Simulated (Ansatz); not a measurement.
The calculation used DFT PBE, scalar-relativistic, plane waves, PAW in Ansatz. Settings: cutoff 420 eV, Γ-centred meshes spaced at most about 0.3 Å⁻¹, and about 0.25 Å⁻¹ or finer for metals (2π included), Gaussian smearing. No spin polarisation.

These are static total energies at zero pressure.

Compare these two cells of Zr4B, each relaxed at this level.

1.

```xyz
5
Lattice="3.3081 -4.5776 0.0000 3.3081 4.5776 0.0000 0.0000 0.0000 3.4039" Properties=species:S:1:pos:R:3 pbc="T T T"
Zr    4.9599    0.0000    1.7020
Zr    1.6562    0.0000    1.7020
Zr    3.3081   -2.2352    0.0000
Zr    3.3081    2.2352    0.0000
B     0.0000    0.0000    0.0000
```

2.

```xyz
5
Lattice="-2.9531 2.9531 2.9531 2.9531 -2.9531 2.9531 2.9531 2.9531 -2.9531" Properties=species:S:1:pos:R:3 pbc="T T T"
Zr    1.4765    1.4765    1.4765
Zr    1.4765    1.4765   -1.4765
Zr    1.4765   -1.4765    1.4765
Zr   -1.4765    1.4765    1.4765
B     0.0000    0.0000    0.0000
```

Question: Which is lower in energy, and by how much?

Answer: Cell 1 is lower, by 0.43 eV/atom. Cell 1 has space group Cmmm (No. 65), 20.6 Å³/atom and no gap on its mesh; cell 2 has space group Im-3m (No. 229), 20.6 Å³/atom and no gap. Counting Zr atoms around B (those within 1.25 times the shortest such distance or 1.15 times the sum of covalent radii), cell 1 has B 6 and cell 2 has B 8. In cell 1, Zr on a site of symmetry 2mm is surrounded by 2 B at 2.37 Å and 12 Zr at 3.26–3.40 Å; Zr on a site of symmetry m2m is surrounded by 1 B at 2.34 Å and 12 Zr at 3.26–3.40 Å; around B lie 6 Zr at 2.34–2.37 Å. In cell 2, Zr has 2 B at 2.56 Å and 6 Zr at 2.95 Å; around B lie 8 Zr at 2.56 Å. Both come from invented guesses. The lowest form computed isn't among them: it has space group P-3m1 (No. 164), 20.6 Å³/atom and lies 18 meV/atom below the best shown.

Cells relaxed within their symmetry can be saddle points. Some candidate types were left out of the draw beforehand, so a known form may be missing.
